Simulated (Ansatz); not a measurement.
The elements of this relaxed trial sheet are hidden behind letters. This is a two-dimensional sheet: the third axis spans vacuum and isn't periodic.

```
lattice vectors (Å)
   2.8875    0.0000    0.0000
  -1.4438    2.5007    0.0000
   0.0000    0.0000   32.0351
fractional positions
X 0.3333 0.6667 0.2927
X 0.6667 0.3333 0.2068
Z 0.0000 0.0000 0.2497
Z 0.3333 0.6667 0.1855
Z 0.6667 0.3333 0.3140
```

All numbers below come from DFT PBE, scalar-relativistic, plane waves, PAW in Ansatz 0.2.0. Settings of the last relaxation (5-atom cell): 420 eV, 12×12×1 k points, Gaussian smearing of 0.02 eV, no spin polarisation.

```
Layer group                                : p-3m1 (No. 72)
In-plane cell                              : a = 2.888 Å, b = 2.888 Å, γ = 120.0°
Area per atom                              : 1.44 Å²
Thickness between the outermost nuclei     : 4.12 Å
Energy over the elements                   : −2.795 eV/atom
Gap on the 12×12×1 mesh of the 5-atom cell : 5.10 eV
```

Energies are uncorrected and count from the elements' standard states at the same level.

Task: X is a p-block element of period 3 and Z is a p-block element of period 2. Which elements are they?

Result: X = Al, Z = O, so the formula is Al2O3. Al at height 3.43 Å has 3 O at 1.80 Å; O at height 2.06 Å has 6 Al at 2.16 Å; O at height 0.00 Å has 3 Al at 1.80 Å. Other elements may fit the hints; this set was computed.

Kohn–Sham gaps at this level usually fall short of measured ones. A structure relaxed within its symmetry needn't be a true minimum.
